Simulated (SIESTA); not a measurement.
The system is SnTe.

```
CELL_PARAMETERS angstrom
3.90470 0.00000 0.00000
0.00000 3.90470 0.00000
0.00000 0.00000 3.90470
ATOMIC_POSITIONS crystal
Te 0.50000 0.50000 0.50000
Sn 0.00000 0.00000 0.00000
```

Measurements of this composition are mostly on another form, of space group No. 225.

| Quantity | Value |
| --- | --- |
| Program | SIESTA 5.4.2 |
| Task | single point |
| Functional | PBE |
| Potentials or basis | PseudoDojo 0.4 standard (PBE files) |
| Basis | DZP (energy shift 0.002 Ry) |
| Grid cutoff | 500 Ry |
| Energy shift | 0.002 Ry |
| k mesh | 7 × 7 × 7 |
| Occupations | fermi-dirac, width 0.05 eV |
| Spin | no spin polarisation |

On this cell: pressure 0.2 GPa; largest force zero by symmetry; band gap on the k mesh none (metal or under the smearing width).

The same run follows on a disturbed copy (atoms moved at random, drawn with an rms of 0.05 Å):

```
Te Sn
1.0
     3.90470    0.00000    0.00000
     0.00000    3.90470    0.00000
     0.00000    0.00000    3.90470
Te Sn
1 1
Direct
  0.48711 0.50165 0.49645
  0.01226 0.00751 0.00919
```

What changes?

The energy (extrapolated to zero smearing) moves by +0.2 meV/atom; pressure 0.4 GPa; largest force 0.011 eV/Å; band gap on the k mesh none (metal or under the smearing width).

Forces in eV/Å, atoms in the order of the input:
```
Te   0.007  0.006  0.007
Sn  -0.007 -0.006 -0.007
```

Stress tensor (GPa, compression positive):
```
0.33 0.03 0.10
0.03 0.40 0.02
0.10 0.02 0.38
```

Caveats: semicore shells carry a single zeta, which can move pressures by several GPa and volumes by a few percent; the basis of atomic orbitals isn't converged, which shifts pressures, moduli and gaps.
